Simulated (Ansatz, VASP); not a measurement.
Two plane-wave programs on K

INCAR

```
SYSTEM = K
ALGO     = Fast           ! electronic algorithm
EDIFF    = 1E-6           ! SCF threshold, eV
EDIFFG   = -0.005         ! ionic threshold
ENCUT    = 600            ! plane-wave cutoff, eV
GGA      = PE             ! functional
IBRION   = 2              ! ionic algorithm
ISIF     = 3              ! what is computed and relaxed
ISMEAR   = 0              ! smearing method
LASPH    = .TRUE.         ! aspherical terms in the spheres
LCHARG   = .FALSE.        ! write CHGCAR
LREAL    = .FALSE.        ! projectors in reciprocal space
LWAVE    = .FALSE.        ! write WAVECAR
NELM     = 60             ! most SCF steps
NSW      = 100            ! ionic steps
PREC     = Accurate       ! precision mode
SIGMA    = 0.1            ! smearing width, eV
```

The input KPOINTS:

```
k-points
0
G
  12 12 12
  0 0 0
```

The input POSCAR:

```
K
1.0
   -2.6125000000      2.6125000000      2.6125000000
    2.6125000000     -2.6125000000      2.6125000000
    2.6125000000      2.6125000000     -2.6125000000
K
1
Direct
    0.0000000000      0.0000000000      0.0000000000
```

Input for Ansatz:

```yaml
crystal:
  lattice:
    - [-2.6125, 2.6125, 2.6125]
    - [2.6125, -2.6125, 2.6125]
    - [2.6125, 2.6125, -2.6125]
  atoms:
    - { symbol: K, position: [0.0, 0.0, 0.0] }
basis:
  ecutwfc: 420
kpoints:
  mp_grid: { grid: [12, 12, 12] }
hamiltonian:
  xc: pbe
scf:
  occupations: { method: gaussian, width: 0.1 }
output:
  forces: true
  stress: true
  eigenvalues: true
  write_density: true
  write_potential: true
  elf: true
  volumetric_format: npy
relax:
  adjacent_minimum: "off"
  f_tol: 0.005
  max_steps: 80
  cell: { stress_tol: 0.05 }
```

Alike in both runs: task relaxation of cell and atoms; functional PBE; k mesh 12 × 12 × 12; occupations gaussian, width 0.1 eV; no spin polarisation.

|  | VASP | Ansatz |
| --- | --- | --- |
| version | VASP 6.6.1 | Ansatz 0.2.0 |
| potentials or method | VASP PAW PBE potentials, release 64 (K_sv) | scalar-relativistic, plane waves, PAW |
| plane-wave cutoff (eV) | 600 | 420 |
| valence electrons in the cell | 9 | 9 |

|  | VASP | Ansatz | Ansatz less VASP |
| --- | --- | --- | --- |
| gap on the k mesh at the Fermi level, each at its own relaxed structure (eV) | none | none | - |
| relaxed volume (Å³/atom) | 74.28 | 73.68 | -0.607 |
| relaxed cell length with the largest relative difference (Å) | 4.587 | 4.574 | -0.0125 |

A gap of «none» marks a metal or a gap that the smearing closes.

PBE usually gives volumes a little too large and moduli too small. Zero-point motion and thermal expansion aren't in these numbers.
